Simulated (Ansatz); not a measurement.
# Tl (P1) in Ansatz: convergence with wavefunction cutoff

Aim: find how far wavefunction cutoff must go before the results for Tl settle, at r2SCAN. This setting moves, with any that are tied to it; all else stays.

Everything below comes from runs of Ansatz 0.2.0. Logs are shortened: lines on timing, memory, paths and dates and some standing lists are left out, and cuts for length are marked.

### 1 The cell of the first run

The typed cell holds 3 atoms: a = 8.493 Å, b = 8.493 Å, c = 8.493 Å, α = 24.21°, β = 24.21°, γ = 24.21°.

This isn't the form of Tl at room conditions, which is hcp.

The cell isn't the ideal one: atoms moved at random, drawn with an rms of 0.05 Å.

### 2 With wavefunction cutoff 200 eV

input.yaml

```yaml
crystal:
  lattice:
    - [1.7810518452, 1.0282907623, 8.2404167867]
    - [-1.7810518452, 1.0282907623, 8.2404167867]
    - [0.0, -2.0565815246, 8.2404167867]
  atoms:
    - { symbol: Tl, position: [0.775077, 0.785661, 0.779951] }
    - { symbol: Tl, position: [0.212355, 0.22294, 0.227107] }
    - { symbol: Tl, position: [0.010963, 0.000742, -0.011476] }
hamiltonian:
  xc: r2scan
  pseudopotentials: { kind: paw }
kpoints:
  mp_grid: { grid: [6, 6, 6] }
scf:
  occupations: { method: cold, width: 0.1 }
output:
  forces: true
  stress: true
  eigenvalues: true
basis:
  ecutwfc: "200 eV"
```

Potentials or basis: Ansatz PAW.

Run with:

```
$ ansatz run input.yaml --threads 2 --pin off --max-ram 5632MiB --backend cpu --events-out ev --progress --plain --runs-dir out
```

Wall time 9 s (2 threads of Arm Neoverse V1, shared host); peak memory 0.4 GiB.

What came out:

| Property | Result |
| --- | --- |
| Free energy | -34360.5477 eV |
| Pressure | 0.5 GPa |
| Largest force | 0.242 eV/Å |
| Band gap on the k mesh | none (metal or under the smearing width) |

### 3 With wavefunction cutoff 250 eV

input.yaml: that of step 2 with these lines changed.

```diff
@@ -21,2 +21,2 @@
 basis:
-  ecutwfc: "200 eV"
+  ecutwfc: "250 eV"
```

Potentials or basis: Ansatz PAW.

Run with:

```
$ ansatz run input.yaml --threads 2 --pin off --max-ram 5632MiB --backend cpu --events-out ev --progress --plain --runs-dir out
```

Wall time 11 s (2 threads of Arm Neoverse V1, shared host); peak memory 0.44 GiB.

What came out:

```
Free energy            : -34373.4137 eV
Pressure               : -0.3 GPa
Largest force          : 0.089 eV/Å
Band gap on the k mesh : none (metal or under the smearing width)
```

### 4 With wavefunction cutoff 300 eV

input.yaml: that of step 3 with these lines changed.

```diff
@@ -21,2 +21,2 @@
 basis:
-  ecutwfc: "250 eV"
+  ecutwfc: "300 eV"
```

Run with:

```
$ ansatz run input.yaml --threads 2 --pin off --max-ram 5632MiB --backend cpu --events-out ev --progress --plain --runs-dir out
```

Wall time 13 s (2 threads of Arm Neoverse V1, shared host); peak memory 0.51 GiB.

What came out:

```
Free energy            : -34375.5561 eV
Pressure               : -0.2 GPa
Largest force          : 0.093 eV/Å
Band gap on the k mesh : none (metal or under the smearing width)
```

### 5 With wavefunction cutoff 350 eV

input.yaml: that of step 4 with these lines changed.

```diff
@@ -21,2 +21,2 @@
 basis:
-  ecutwfc: "300 eV"
+  ecutwfc: "350 eV"
```

Run with:

```
$ ansatz run input.yaml --threads 2 --pin off --max-ram 5632MiB --backend cpu --events-out ev --progress --plain --runs-dir out
```

Run time: 16 s. Hardware: 2 threads of Arm Neoverse V1, shared host; peak memory 0.55 GiB.

What came out:

```
Free energy            : -34375.7629 eV
Pressure               : -0.2 GPa
Largest force          : 0.089 eV/Å
Band gap on the k mesh : none (metal or under the smearing width)
```

### 6 With wavefunction cutoff 400 eV

input.yaml: that of step 5 with these lines changed.

```diff
@@ -21,2 +21,2 @@
 basis:
-  ecutwfc: "350 eV"
+  ecutwfc: "400 eV"
```

Potentials or basis: Ansatz PAW.

Run with:

```
$ ansatz run input.yaml --threads 2 --pin off --max-ram 5632MiB --backend cpu --events-out ev --progress --plain --runs-dir out
```

It took 18 s on 2 threads of Arm Neoverse V1, shared host; peak memory 0.57 GiB.

It converged, with:

| Quantity | Value |
| --- | --- |
| Free energy | -34375.7700 eV |
| Pressure | -0.2 GPa |
| Largest force | 0.088 eV/Å |
| Band gap on the k mesh | none (metal or under the smearing width) |

### 7 With wavefunction cutoff 450 eV

input.yaml: that of step 6 with these lines changed.

```diff
@@ -21,2 +21,2 @@
 basis:
-  ecutwfc: "400 eV"
+  ecutwfc: "450 eV"
```

Run with:

```
$ ansatz run input.yaml --threads 2 --pin off --max-ram 5632MiB --backend cpu --events-out ev --progress --plain --runs-dir out
```

Run time: 21 s. Hardware: 2 threads of Arm Neoverse V1, shared host; peak memory 0.54 GiB.

Results (log left out):

```yaml
Free_energy: -34375.7723 eV
Pressure: -0.2 GPa
Largest_force: 0.088 eV/Å
Band_gap_on_the_k_mesh: none (metal or under the smearing width)
```

### 8 With wavefunction cutoff 500 eV

input.yaml: that of step 7 with these lines changed.

```diff
@@ -21,2 +21,2 @@
 basis:
-  ecutwfc: "450 eV"
+  ecutwfc: "500 eV"
```

Run with:

```
$ ansatz run input.yaml --threads 2 --pin off --max-ram 5632MiB --backend cpu --events-out ev --progress --plain --runs-dir out
```

Run time: 24 s. Hardware: 2 threads of Arm Neoverse V1, shared host; peak memory 0.6 GiB.

The run converged. Its results:

| Quantity | Value |
| --- | --- |
| Free energy | -34375.7733 eV |
| Pressure | -0.2 GPa |
| Largest force | 0.088 eV/Å |
| Band gap on the k mesh | none (metal or under the smearing width) |

### 9 With wavefunction cutoff 600 eV

input.yaml: that of step 8 with these lines changed.

```diff
@@ -21,2 +21,2 @@
 basis:
-  ecutwfc: "500 eV"
+  ecutwfc: "600 eV"
```

Potentials or basis: Ansatz PAW.

Run with:

```
$ ansatz run input.yaml --threads 2 --pin off --max-ram 5632MiB --backend cpu --events-out ev --progress --plain --runs-dir out
```

Run time: 35 s. Hardware: 2 threads of Arm Neoverse V1, shared host; peak memory 0.71 GiB.

The run converged. Its results:

```
Free energy            : -34375.7736 eV
Pressure               : -0.2 GPa
Largest force          : 0.088 eV/Å
Band gap on the k mesh : none (metal or under the smearing width)
```

### 10 With wavefunction cutoff 800 eV

input.yaml: that of step 9 with these lines changed.

```diff
@@ -21,2 +21,2 @@
 basis:
-  ecutwfc: "600 eV"
+  ecutwfc: "800 eV"
```

Potentials or basis: Ansatz PAW.

Run with:

```
$ ansatz run input.yaml --threads 2 --pin off --max-ram 5632MiB --backend cpu --events-out ev --progress --plain --runs-dir out
```

The log of the run:

```text
Warning: RAYON_NUM_THREADS=2 ignored (pool sized by the plan → 2); use --threads N
basis.fft_grid_basis auto: the FFT boxes are laid along the combinations [[1, 0, -1], [0, 1, -1], [0, 0, 1]] of the cell's own vectors, 3.562, 3.562 and 8.493 Å long. The dense box has 36×36×80 points. Along the cell's own vectors, as sized, it would have 80×80×80, 4.94 times as many. basis.fft_grid_basis: typed keeps the cell's own vectors: state it where this run's energies or levels are differenced outside the engine with another run's, or held beside a run that keeps those vectors.
Engine: ansatz 0.2.0, aarch64-unknown-linux-gnu
Pseudopotentials: kind: paw
Pseudopotential: Tl, paw, valence charge 13, recommended cutoff 500 eV (meta_gga), Tl.paw.azcp
Functional definition: r2SCAN
  parameter k0 = 0.174
  parameter k1 = 0.065
  parameter a1 = 4.9479
  exchange = r2scan_x(k0 = k0, k1 = k1, a1 = a1)
  correlation = r2scan_c
Crystal: 3 atoms, lattice volume = 90.551 Å³
Basis set: ecut = 800 eV, 4695 PW (Γ), FFT grids on a1−a3, a2−a3, a3, exchange–correlation on 144×144×320 points (64 copies of the dense FFT grid, shifted against one another)
Bands: 24, of which v1, the nominal top of the filled ones, is band 20 counted from 1 (19 counted from 0)
Symmetry: 1 space group operations
Space group: P1 (ITA 1), of the structure as read, at distance tolerance 4.5e-5 Å
k-points: 112 of 216 (time reversal used)
Non-local potential: Tl, projectors of the file, l = 0: 2, l = 1: 2, l = 2: 2, l = 3: 1
PAW form: soft (Blöchl's): semilocal exchange-correlation on the pseudo side does not see the compensation charge
PAW frozen core: Tl, regenerated for the run's functional (the file was generated under x = pbe(κ = 0.804, μ = 0.2195149727645171), c = pbe(β = 0.06672455060314922))
PAW one-centre angular grid: Tl, 590 points (default); XC on 160 Gauss nodes
Initial density: superposition of atomic densities (neutral atoms: chi_scale 0, normalization atom), corrected by the library's trained network
Initial wavefunctions: pseudopotential atomic-orbital guess
Functional: x = r2scan, c = r2scan; τ floored in thin density (d = 2e-4 eV/Å³)
SCF iter   1: F=—  HF=-34375.790999 eV  |F-HF|=—  |Δ(HF+E_count)|=         —  Δρ=8.29e-3  dr2=5.36e-2  dr2_τ=1.83e-2  ethr=1.77e-3  ⟨swp⟩=6.1  Hψ=13013  notcnv=0
[... 12 lines left out ...]
Harris-Foulkes:  -34375.775606 eV  (|F-HF|=4.98e-9)
Internal energy: -34375.776190 eV  (E = F + TS)
E sigma→0 (E₀):  -34375.775800 eV
Entropy (-TS):   0.000584 eV (0.195 meV/atom)
Fermi energy:    9.687423 eV
--- Per-component energies (eV) ---
  E_band       = -24.309673
  E_kinetic    = 1002.586034
  E_local      = -2733.893593  (includes V_loc(G=0)·N_el)
  E_nonlocal   = 951.907578
  E_hartree    = 1013.517832
  E_xc         = -655.376001
  E_vxc        = -469.542574  (∫ρ·V_xc dr)
  E_paw        = -30575.240646  (= ΣΔE_a)
  E_vpaw       = -838.609710  (= ΣTr[D̂ρ^β])
  E_aug_tail   = 0.000005  (compensation charges beyond the density's cutoff)
  E_vtau       = 36.202352  (kinetic-family band-sum trace: ∫τ·v_τ [+ j·A + Jᵃ·Aᵃ] dr)
  E_ewald      = -3382.396682
  E_core_change = 3.119283  (= ΣΔE_core)
  E_smearing   = 0.000584  (= −TS)
  E_closure    = -0.000000  (closes the sum)
  Σ components = -34375.775606   (vs F -34375.775606, Δ=0.00e0)
--- Forces (eV/Å), atoms counted from 1 ---
  atom   1  Tl     0.00361671    -0.00302168    -0.08789842
  atom   2  Tl     0.00343324     0.01200443     0.06982602
  atom   3  Tl    -0.00705276    -0.00898561     0.01807306
  max |Σ_I F_I| component: 2.86e-6 eV/Å
--- Stress (GPa, compression-positive) ---
       -0.370794      -0.000334       0.002938
       -0.000334      -0.335979       0.008627
        0.002938       0.008627       0.046326
  P = ⅓ Tr σ = -0.2201 GPa (-2.201 kbar)
--- Band table (eV; the first three rows and the last of 112) ---
  k-point 0: bands = ["-2.6496", "-2.5777", "-2.5489", "-2.5470", "-2.5107", "-2.5103", "-2.4628", "-2.4534", "-2.4528", "-2.3457", "-2.3398", "-2.1360", "-2.1307", "-2.1037", "-2.1009", "-0.4802", "2.0539", "2.2961", "10.6433", "10.8199", "17.4009", "17.4438", "17.6324", "17.6342"]
  k-point 1: bands = ["-2.6544", "-2.6047", "-2.5329", "-2.5092", "-2.5021", "-2.4635", "-2.4262", "-2.4131", "-2.3970", "-2.3396", "-2.3095", "-2.2057", "-2.1583", "-2.1198", "-2.1007", "0.0398", "2.3659", "2.9715", "10.5024", "11.5251", "13.7616", "14.7277", "15.9563", "16.4694"]
  k-point 2: bands = ["-2.7400", "-2.6823", "-2.6324", "-2.5663", "-2.5485", "-2.5019", "-2.3954", "-2.2647", "-2.2459", "-2.2288", "-2.1974", "-2.1668", "-2.0990", "-2.0908", "-2.0841", "1.6043", "3.5582", "4.4730", "8.8664", "9.9387", "11.6912", "12.5264", "13.9954", "14.4428"]
  k-point 111: bands = ["-2.6899", "-2.5520", "-2.5515", "-2.5160", "-2.5142", "-2.4949", "-2.4895", "-2.4434", "-2.4411", "-2.3153", "-2.3071", "-2.2215", "-2.2187", "-2.0545", "-2.0447", "0.0397", "0.3059", "4.5867", "7.0656", "16.1961", "16.5692", "17.0019", "17.0497", "18.5375"]
```

Run time: 42 s. Hardware: 2 threads of Arm Neoverse V1, shared host; peak memory 0.99 GiB.

Results:

```
Free energy            : -34375.7756 eV
Pressure               : -0.2 GPa
Largest force          : 0.088 eV/Å
Band gap on the k mesh : none (metal or under the smearing width)
```

### 11 Summary

```
wavefunction cutoff  energy less the tightest run, at zero smearing (meV/atom)  pressure (GPa)  largest force (eV/Å)  SCF cycles  CPU time (s)  peak memory (GiB)
             200 eV                                                    5075.91            0.51                 0.242           8            18                0.4
             250 eV                                                     787.28           -0.26                 0.089           7            22               0.44
             300 eV                                                      73.15           -0.17                 0.093           7            26               0.51
             350 eV                                                       4.22           -0.20                 0.089           7            31               0.55
             400 eV                                                       1.87           -0.21                 0.088           7            35               0.57
             450 eV                                                       1.12           -0.22                 0.088           7            42               0.54
             500 eV                                                       0.76           -0.22                 0.088           7            48                0.6
             600 eV                                                       0.68           -0.22                 0.088           7            69               0.71
             800 eV                                                       0.00           -0.22                 0.088           7            84               0.99
```

Against the tightest run, the energy stays within 1 meV/atom from 500 eV on; the pressure stays within 0.1 GPa from 250 eV on; the largest force stays within 0.005 eV/Å from 250 eV on. The tightest run that finished is the yardstick and may itself not be fully converged.

Caveats: the PAW data sets come from PBE, with cores solved anew for the run's functional, which leaves a small shift of forces and pressure.
